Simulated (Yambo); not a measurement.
# GaAs (F-43m) in Yambo: convergence with bands in self energy

Aim: find how far bands in self energy must go before the results for GaAs settle, at PBEsol. This setting moves, with any that are tied to it; all else stays.

All numbers are computed with Yambo 5.3.0; they aren't measurements. Logs are shortened: lines on timing, memory, paths and dates and some standing lists are left out, and cuts for length are marked.

## Step 1: The crystal as given

Symmetry: F-43m, No. 216, cubic system. Conventional cell: a = 5.654 Å, b = 5.654 Å, c = 5.654 Å, α = 90.00°, β = 90.00°, γ = 90.00°. As (site symmetry -43m) is surrounded by 4 Ga at 2.45 Å. Around Ga (site symmetry -43m) lie 4 As at 2.45 Å.

## Step 2: With bands in self energy 34

The input, g0w03.in:

```
gw0
dyson
el_el_corr
rim_cut
HF_and_locXC
ppa
em1d
RandQpts= 1000000
RandGvec= 50 RL
EXXRLvcs= 84 Ry
VXCRLvcs= 84 Ry
Chimod= "HARTREE"
% BndsRnXp
 1 | 114 |
%
NGsBlkXp= 6 Ry
% LongDrXp
 1 | 1 | 1 |
%
PPAPntXp= 27.21138 eV
% GbndRnge
 1 | 34 |
%
GTermKind= "none"
DysSolver= "n"
ExtendOut
% QPkrange
 1 | 1 | 12 | 16 |
%
```

The input, scf.in:

```
&CONTROL
  calculation = 'scf'
  prefix = 'pwscf'
  outdir = './tmp'
  pseudo_dir = './pseudo'
/
&SYSTEM
  ibrav = 0
  nat = 2
  ntyp = 2
  ecutwfc = 84
  nbnd = 21
  occupations = 'smearing'
  smearing = 'fd'
  degauss = 0.00367493
  force_symmorphic = .true.
/
&ELECTRONS
  conv_thr = 4d-10
  electron_maxstep = 120
  mixing_beta = 0.5
/
ATOMIC_SPECIES
As    74.9216 As.upf
Ga    69.7230 Ga.upf
CELL_PARAMETERS angstrom
   0.0000000000    2.8268500000    2.8268500000
   2.8268500000    0.0000000000    2.8268500000
   2.8268500000    2.8268500000    0.0000000000
ATOMIC_POSITIONS angstrom
As     4.2402750000    4.2402750000    4.2402750000
Ga     0.0000000000    0.0000000000    0.0000000000
K_POINTS automatic
8 8 8 0 0 0
```

The input, nscf.in:

```
&CONTROL
  calculation = 'nscf'
  prefix = 'pwscf'
  outdir = './tmp'
  pseudo_dir = './pseudo'
/
&SYSTEM
  ibrav = 0
  nat = 2
  ntyp = 2
  ecutwfc = 84
  nbnd = 114
  occupations = 'fixed'
  force_symmorphic = .true.
/
&ELECTRONS
  conv_thr = 1d-08
  diago_full_acc = .true.
  diago_thr_init = 1d-06
/
ATOMIC_SPECIES
As    74.9216 As.upf
Ga    69.7230 Ga.upf
CELL_PARAMETERS angstrom
   0.0000000000    2.8268500000    2.8268500000
   2.8268500000    0.0000000000    2.8268500000
   2.8268500000    2.8268500000    0.0000000000
ATOMIC_POSITIONS angstrom
As     4.2402750000    4.2402750000    4.2402750000
Ga     0.0000000000    0.0000000000    0.0000000000
K_POINTS automatic
6 6 6 0 0 0
```

Potentials or basis: PseudoDojo 0.4.1 SR PBEsol standard.

Started as:

```sh
$ OMP_NUM_THREADS=1 pw.x -in scf.in > scf.out
$ OMP_NUM_THREADS=1 pw.x -in nscf.in > nscf.out
$ cd tmp/pwscf.save; p2y; mv SAVE ../..; cd ../..
$ OMP_NUM_THREADS=1 yambo
$ mkdir -p g0w03; ln -s $PWD/g0w00/ndb.pp* g0w03/
$ mkdir -p g0w03; ln -s $PWD/g0w00/ndb.RIM g0w03/
$ OMP_NUM_THREADS=1 yambo -F g0w03.in -J g0w03 -C g0w03_out
```

Results (log left out):

- Band gap on the k mesh, mean-field level: 0.44 eV, direct
- Quasiparticle gap: 1.21 eV
- Least direct quasiparticle gap: 1.21 eV
- Quasiparticle gap at Γ: 1.21 eV
- Band gap of the same states before the correction: 0.44 eV

## Step 3: With bands in self energy 54

The input, g0w04.in:

```
gw0
dyson
el_el_corr
rim_cut
HF_and_locXC
ppa
em1d
RandQpts= 1000000
RandGvec= 50 RL
EXXRLvcs= 84 Ry
VXCRLvcs= 84 Ry
Chimod= "HARTREE"
% BndsRnXp
 1 | 114 |
%
NGsBlkXp= 6 Ry
% LongDrXp
 1 | 1 | 1 |
%
PPAPntXp= 27.21138 eV
% GbndRnge
 1 | 54 |
%
GTermKind= "none"
DysSolver= "n"
ExtendOut
% QPkrange
 1 | 1 | 12 | 16 |
%
```

scf.in is that of step 2.

nscf.in is that of step 2.

Potentials or basis: PseudoDojo 0.4.1 SR PBEsol standard.

Started as:

```sh
$ OMP_NUM_THREADS=1 pw.x -in scf.in > scf.out
$ OMP_NUM_THREADS=1 pw.x -in nscf.in > nscf.out
$ cd tmp/pwscf.save; p2y; mv SAVE ../..; cd ../..
$ OMP_NUM_THREADS=1 yambo
$ mkdir -p g0w04; ln -s $PWD/g0w00/ndb.pp* g0w04/
$ mkdir -p g0w04; ln -s $PWD/g0w00/ndb.RIM g0w04/
$ OMP_NUM_THREADS=1 yambo -F g0w04.in -J g0w04 -C g0w04_out
```

The run converged. Its results:

```yaml
Band_gap_on_the_k_mesh_mean-field_level: 0.44 eV, direct
Quasiparticle_gap: 1.20 eV
Least_direct_quasiparticle_gap: 1.20 eV
Quasiparticle_gap_at_Γ: 1.20 eV
Band_gap_of_the_same_states_before_the_correction: 0.44 eV
```

## Step 4: With bands in self energy 114

The input, g0w01.in:

```
gw0
dyson
el_el_corr
rim_cut
HF_and_locXC
ppa
em1d
RandQpts= 1000000
RandGvec= 50 RL
EXXRLvcs= 84 Ry
VXCRLvcs= 84 Ry
Chimod= "HARTREE"
% BndsRnXp
 1 | 114 |
%
NGsBlkXp= 6 Ry
% LongDrXp
 1 | 1 | 1 |
%
PPAPntXp= 27.21138 eV
% GbndRnge
 1 | 114 |
%
GTermKind= "none"
DysSolver= "n"
ExtendOut
% QPkrange
 1 | 1 | 12 | 16 |
%
```

scf.in is that of step 3.

nscf.in is that of step 3.

Potentials or basis: PseudoDojo 0.4.1 SR PBEsol standard.

Started as:

```sh
$ OMP_NUM_THREADS=1 pw.x -in scf.in > scf.out
$ OMP_NUM_THREADS=1 pw.x -in nscf.in > nscf.out
$ cd tmp/pwscf.save; p2y; mv SAVE ../..; cd ../..
$ OMP_NUM_THREADS=1 yambo
$ mkdir -p g0w01; ln -s $PWD/g0w00/ndb.pp* g0w01/
$ mkdir -p g0w01; ln -s $PWD/g0w00/ndb.RIM g0w01/
$ OMP_NUM_THREADS=1 yambo -F g0w01.in -J g0w01 -C g0w01_out
```

Yambo's report:

```text
[... sections 02.01 to 02.04 as in the set-up run ...]

  [02.05] Energies & Occupations
  ==============================

  [X] === General ===
  [X] Electronic Temperature                        :  0.000000  0.000000 [eV K]
  [X] Bosonic    Temperature                        :  0.000000  0.000000 [eV K]
  [X] Finite Temperature mode                       : no
  [X] El. density                                   :  0.61975E+24 [cm-3]
  [X] Fermi Level                                   :  8.666675 [eV]

  [X] === Gaps and Widths ===
  [X] Conduction Band Min                           :  0.441333 [eV]
  [X] Valence Band Max                              :  0.000000 [eV]
  [X] Filled Bands                                  :  14
  [X] Empty Bands                                   :   15  114
  [X] Direct Gap                                    :  0.441333 [eV]
  [X] Direct Gap localized at k                     :  1
  [X] Indirect Gap                                  :  0.441333 [eV]
  [X] Indirect Gap between kpts                     :  1  1
  [X] Last valence band width                       :  3.229563 [eV]
  [X] 1st conduction band width                     :  3.119455 [eV]

 [03] Transferred momenta grid and indexing
 ==========================================

 IBZ Q-points                                      :  16
 BZ  Q-points                                      :  216

 K/Q-points units:
 rlu = crystal or reduced units; cc = cartesian coordinates; iku = interal k-units

 Q [ 1]         [rlu]:  0.000000  0.000000  0.000000
 Q [ 2]         [rlu]: -0.33824E-17 -0.33824E-17  0.16667
 Q [ 3]         [rlu]: -0.67648E-17 -0.67648E-17  0.33333
 Q [ 4]         [rlu]:  0.18317E-17  0.18317E-17 -0.50000
 Q [ 5]         [rlu]:  0.17410E-17  0.16667      0.16667
 Q [ 6]         [rlu]: -0.33824E-17  0.16667      0.33333
 Q [ 7]         [rlu]:  0.15507E-17  0.16667      0.50000
 Q [ 8]         [rlu]:  0.18317E-17  0.16667     -0.33333
 Q [ 9]         [rlu]:  0.67648E-17  0.16667     -0.16667
 Q [10]         [rlu]:  0.34821E-17  0.33333      0.33333
 Q [11]         [rlu]: -0.33824E-17  0.33333      0.50000
 Q [12]         [rlu]:  0.52142E-17  0.33333     -0.33333
 Q [13]         [rlu]: -0.52231E-17 -0.50000     -0.50000
 Q [14]         [rlu]:  0.166667  0.333333  0.500000
 Q [15]         [rlu]:  0.166667  0.333333 -0.333333
 Q [16]         [rlu]:  0.166667 -0.500000 -0.333333

 [04] Coloumb potential Random Integration (RIM)
 ===============================================

 Summary of Coulomb integrals for non-metallic bands |Q|[au] RIM/Bare

 Q [1] 0.100000E-4 0.995870 * Q [2] 0.169769 1.064378
 Q [5] 0.196032 1.063960 * Q [9] 0.277231 1.026260
 Q [6] 0.325082 1.019161 * Q [3] 0.339537 1.016443
 Q [10] 0.392064 1.013461 * Q [8] 0.427242 1.010786
 Q [14] 0.438341 1.010275 * Q [7] 0.480178 1.008428
 Q [11] 0.509306 1.007724 * Q [4] 0.509306 1.007462
 Q [12] 0.554462 1.006475 * Q [15] 0.579870 1.005898
 Q [13] 0.588096 1.005566 * Q [16] 0.619908 1.004913

 [05] Dipoles
 ============

[... 62 lines left out ...]
 <14|nlXC|14> = -15.43808  0.55464E-17 <14|lXC|14> = -13.29025  0.000000
 <15|nlXC|15> = -10.81907 -0.47227E-17 <15|lXC|15> = -14.04522  0.000000
 <16|nlXC|16> = -7.021331  0.19520E-17 <16|lXC|16> = -10.77335  0.94408E-16

 [08] Dyson equation: Newton solver
 ==================================

  [08.01] G0W0 (W PPA)
  ====================

  [  GW  ] Bands range     :    1  114
  [GW/PPA] G damping       :  0.100000 [eV]

  QP @ state[ 1 ] K range:  1  1
  QP @ state[ 1 ] b range:  12  16

   Current Q-pt index             :  1
   :: PP condition fails/total    :  0.416362
   :: Time ordering fails/rest    :  0.499459
   :: Mean rel dev of PP cond     :  0.416592
   Current Q-pt index             :  2
   :: PP condition fails/total    :  0.398435
   :: Time ordering fails/rest    :  0.500525
   :: Mean rel dev of PP cond     :  0.398649
   Current Q-pt index             :  3
   :: PP condition fails/total    :  0.415604
   :: Time ordering fails/rest    :  0.499244
   :: Mean rel dev of PP cond     :  0.415810
   Current Q-pt index             :   4
[... 37 lines left out ...]
   :: Time ordering fails/rest    :  0.500989
   :: Mean rel dev of PP cond     :  0.425597
   Current Q-pt index             :  14
   :: PP condition fails/total    :  0.403737
   :: Time ordering fails/rest    :  0.502223
   :: Mean rel dev of PP cond     :  0.403912
   Current Q-pt index             :  15
   :: PP condition fails/total    :  0.401717
   :: Time ordering fails/rest    :  0.499472
   :: Mean rel dev of PP cond     :  0.401887
   Current Q-pt index             :  16
   :: PP condition fails/total    :  0.402727
   :: Time ordering fails/rest    :  0.499049
   :: Mean rel dev of PP cond     :  0.402893

  [08.02] QP properties and I/O
  =============================

  Legend (energies in eV)
  - B  : Band       - Eo  : bare energy
  - E  : QP energy  - Z   : Renormalization factor
  - So : Sc(Eo)     - S   : Sc(E)
  - dSp: Sc derivative precision

  - lXC: Local XC (Perdew, Burke & Ernzerhof SOL(X)+Perdew, Burke & Ernzerhof SOL(C))
  -nlXC: non-Local XC (Hartree-Fock)

  QP [eV] @ K [1] (iku):  0.000000  0.000000  0.000000
   B=12 Eo= -0.00 E= -0.81 E-Eo= -0.81 Re(Z)=0.80 Im(Z)=-0.135735E-2 nlXC= -15.4381 lXC= -13.2902 So=  1.12525
   B=13 Eo= -0.00 E= -0.81 E-Eo= -0.81 Re(Z)=0.80 Im(Z)=-0.135735E-2 nlXC= -15.4381 lXC= -13.2902 So=  1.12525
   B=14 Eo=  0.00 E= -0.81 E-Eo= -0.81 Re(Z)=0.80 Im(Z)=-0.135736E-2 nlXC= -15.4381 lXC= -13.2902 So=  1.12525
   B=15 Eo=  0.44 E=  0.36 E-Eo= -0.08 Re(Z)=0.80 Im(Z)=-0.133222E-2 nlXC= -10.8191 lXC= -14.0452 So= -3.32272
   B=16 Eo=  3.71 E=  3.51 E-Eo= -0.20 Re(Z)=0.80 Im(Z)=-0.142750E-2 nlXC= -7.02133 lXC= -10.7733 So= -4.00563

  [WR./g0w01//ndb.QP]-------------------------------------------------------------
   Lattice constants                                :  5.341972  5.341972  5.341972
   Coulomb cutoff potential                         : none
   Electronic Temperature                           :  0.000000 [K]
   Bosonic    Temperature                           :  0.000000 [K]
   Green`s function   energies                      : Perdew, Burke & Ernzerhof SOL(X)+Perdew, Burke & Ernzerhof SOL(C)
   wavefunctions                                    : Perdew, Burke & Ernzerhof SOL(X)+Perdew, Burke & Ernzerhof SOL(C)
   PPA    diel. fun.  energies                      : Perdew, Burke & Ernzerhof SOL(X)+Perdew, Burke & Ernzerhof SOL(C)
   wavefunctions                                    : Perdew, Burke & Ernzerhof SOL(X)+Perdew, Burke & Ernzerhof SOL(C)
   QP tot states                                    :   5
   GW solver                                        : Newton
   GW approximation                                 : PPA
   PPA imaginary Energy                             :  27.21138 ev
   RIM G`s                                          :   51
   RIM random pts                                   :  1000000
   dS/dw steps                                      :  2
   dS/dw step                                       :  0.100000 ev
   X G`s                                            :   89 used
   X G`s                                            :   89 disk
   X bands                                          :    1  114
   X poles                                          :  100.0000 o/o
   X e/h E range                                    : -1.000000 -1.000000 ev
   X Hxc Kernel                                     : HARTREE
   X BZ energy Double Grid                          : no
   X Optical Averaged directions                    : none
   Sc/G bands                                       :    1  114
   Sc/G damping                                     :  0.100000 ev
   Sc bands terminator                              : no
   Sx RL components                                 :   3943

   QP @ state[ 1 ] K range                          :  1  1
   QP @ state[ 1 ] b range                          :  12  16
   GF energies kind                                 : Perdew, Burke & Ernzerhof SOL(X)+Perdew, Burke & Ernzerhof SOL(C)
   GF WF`s kind                                     : Perdew, Burke & Ernzerhof SOL(X)+Perdew, Burke & Ernzerhof SOL(C)
   Xs energies kind                                 : Perdew, Burke & Ernzerhof SOL(X)+Perdew, Burke & Ernzerhof SOL(C)
   Xs WF`s kind                                     : Perdew, Burke & Ernzerhof SOL(X)+Perdew, Burke & Ernzerhof SOL(C)
```

o-g0w01.qp:

```text
# GW solver                                       : Newton
# GW approximation                                : PPA
# PPA imaginary Energy                            :   27.2113800    [ev]
[... 32 lines left out ...]
        1                  15                 0.441333           0.364383          -0.076950          -14.04522          -10.81907          -3.322723          -3.303108          -6.943564           0.796702          -0.001332          -9.875415           66.65157
        1                  16                 3.707902           3.506096          -0.201806          -10.77335          -7.021331          -4.005631          -3.953821          -6.990079           0.795618          -0.001427          -13.49997           48.75653
#
```

What came out:

| Quantity | Value |
| --- | --- |
| Band gap on the k mesh, mean-field level | 0.44 eV, direct |
| Quasiparticle gap | 1.18 eV |
| Least direct quasiparticle gap | 1.18 eV |
| Quasiparticle gap at Γ | 1.18 eV |
| Band gap of the same states before the correction | 0.44 eV |

## Step 5: Summary

```tsv
bands in self energy	quasiparticle gap at the points computed (eV)
34	1.209
54	1.196
114	1.178
```

Against the tightest run, the quasiparticle gap at the points computed stays within 0.05 eV from 34 on. The tightest run that finished is the yardstick and may itself not be fully converged.

Caveats: the potentials hold a filled d shell without the s and p states of that shell, which can shift GW gaps by tenths of an eV, either way; this version prints the column dSc/dw multiplied by 27.2.
